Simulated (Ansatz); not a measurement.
LiNbO3 under strain: Quadrupolar parameters

The cell is a structure deposited in the COD, relaxed with PBE at fixed cell and then changed (z stretched by 3 %, ions relaxed).

```
Li Nb O
1.0
     2.56890    1.48316    4.63456
    -2.56890    1.48316    4.63456
     0.00000   -2.96631    4.63456
Li Nb O
2 2 6
Cartesian
  0.0000 0.0000 10.4278
  0.0000 0.0000 3.4759
  0.0000 0.0000 6.9518
  0.0000 0.0000 0.0000
  -0.6399 1.4832 8.1105
  -0.9645 -1.2957 8.1105
  1.6044 -0.1874 8.1105
  0.9645 1.2957 5.7932
  0.6399 -1.4832 5.7932
  -1.6044 0.1874 5.7932
```

Sites (sets of like atoms) are named by element and the number of their first atom in this list.

Computed with Ansatz: DFT, PBE, plane waves and PAW, scalar-relativistic, 420 eV cutoff, Γ-centred 7×7×7 k-points, Fermi–Dirac smearing 0.02 eV.

Conventions: |V_zz| ≥ |V_yy| ≥ |V_xx|, η = (V_xx − V_yy)/V_zz, C_Q = eQV_zz/h.

6Li: I = 1, Q = -0.8080 mb; ⁹³Nb: I = 9/2, Q = -320.0 mb; ¹⁷O: I = 5/2, Q = -25.58 mb. Nuclear quadrupole moments: year-2017 set (Pyykkö).

**Question.** What field gradients does the calculation give at each kind of site?

**Answer.** 

| site | atoms (order as listed) | first shell | V_zz (10²¹ V/m²) | η | C_Q (MHz) |
| --- | --- | --- | --- | --- | --- |
| Li | 1, 2 | 3 O at 1.93 Å; also 6 O at 2.82 Å | 0.27 | 0.00 | -0.005 |
| Nb | 3, 4 | 6 O at 1.99 Å | -2.05 | 0.00 | 15.9 |
| O | 5, 6, 7, 8, 9, 10 | 1 Li at 1.93 Å, 2 Nb at 1.99 Å; also 2 Li at 2.82 Å | 1.08 | 0.16 | -0.668 |

An axis of threefold or higher order runs through Li and Nb, so V_zz lies along it and η is zero.

This high-symmetry form of LiNbO3 is unstable when cold, to polar shifts of Li and Nb. The symmetry of the cell holds that distortion back, wholly or in part, and it would change the field gradients, the more the larger the distortion. Without spin–orbit coupling (the program notes it for Nb) the gradients are little affected as a rule: paired runs on crystals with a gap mostly move them by under 2 % at such atoms. With these PAW files V_zz is typically within 2 to 3 % of all-electron values, but misses above 10 % occur on Li.

The relaxation (4 steps) took 13 s of wall time (46 s of CPU time) and 0.57 GiB at its peak, on 4 threads of Arm Neoverse V1 (aarch64; 8 cores open to the job, memory cap 8.0 GiB, no GPU), a shared host with a load of 0.5 a core.
